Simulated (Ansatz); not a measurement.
Au:

```xyz
2
Lattice="1.4113 -2.5559 0.0000 1.4113 2.5559 0.0000 0.0000 0.0000 4.8932" Properties=species:S:1:pos:R:3 pbc="T T T"
Au    1.4113    0.8451    1.2233
Au    1.4113   -0.8451    3.6699
```

This isn't the form of Au at room conditions, which is fcc.

Base run:

* Program: Ansatz 0.2.0
* Functional: PBEsol
* Potentials or basis: all-electron LAPW, scalar-relativistic
* Cutoff: 261 eV (chosen from the basis error)
* Basis error allowed: 0.001 eV/atom
* k mesh: 8 × 8 × 4
* Occupations: fermi-dirac, width 0.05 eV
* Spin: no spin polarisation

Its results: pressure -4.8 GPa; largest force 0.008 eV/Å.

Q: The run is repeated on the same cell with these changes: k mesh from 8 × 8 × 4 to 11 × 11 × 6. What comes out?

A: Pressure -5.3 GPa; largest force 0.021 eV/Å.

Caveats: the k mesh is thin for a metal, which can move the energy by tens of meV per atom (some runs).
